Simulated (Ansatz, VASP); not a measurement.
## In3P4 in VASP and in Ansatz

```
In P
1.0
     5.02410    0.00000    0.00000
     0.00000    5.02410    0.00000
     0.00000    0.00000    5.02410
In P
3 4
Direct
  0.50000 0.50000 0.00000
  0.00000 0.50000 0.50000
  0.50000 0.00000 0.50000
  0.50000 0.50000 0.50000
  0.50000 0.00000 0.00000
  0.00000 0.50000 0.00000
  0.00000 0.00000 0.50000
```

Change from the starting cell: species swapped into the W3N4 type (Pm-3m, No. 221).

Alike in both runs: task relaxation of cell and atoms; functional PBE; k mesh 4 × 4 × 4; occupations gaussian, width 0.1 eV; no spin polarisation.

```csv
,VASP,Ansatz
version,VASP 6.6.1,Ansatz 0.2.0
potentials or method,"VASP PAW PBE potentials, release 64 (In_d, P)","scalar-relativistic, plane waves, PAW"
plane-wave cutoff (eV),600,420
valence electrons in the cell,59,59
```

Ansatz gave:

```
gap on the k mesh at the Fermi level, each at its own relaxed structure (eV) : none
relaxed volume (Å³/atom)                                                     : 22.91
relaxed cell length with the largest relative difference (Å)                 : 5.433
energy change over the relaxation (meV/atom)                                 : -314
```

Problem. Estimate VASP's values.

Solution. gap on the k mesh at the Fermi level, each at its own relaxed structure (eV): none; relaxed volume (Å³/atom): 22.93; relaxed cell length with the largest relative difference (Å): 5.435; energy change over the relaxation (meV/atom): -313.

A gap of «none» marks a metal or a gap that the smearing closes.

Caveats: the volume moved by over 15 % at a fixed basis, so the end points are rough.
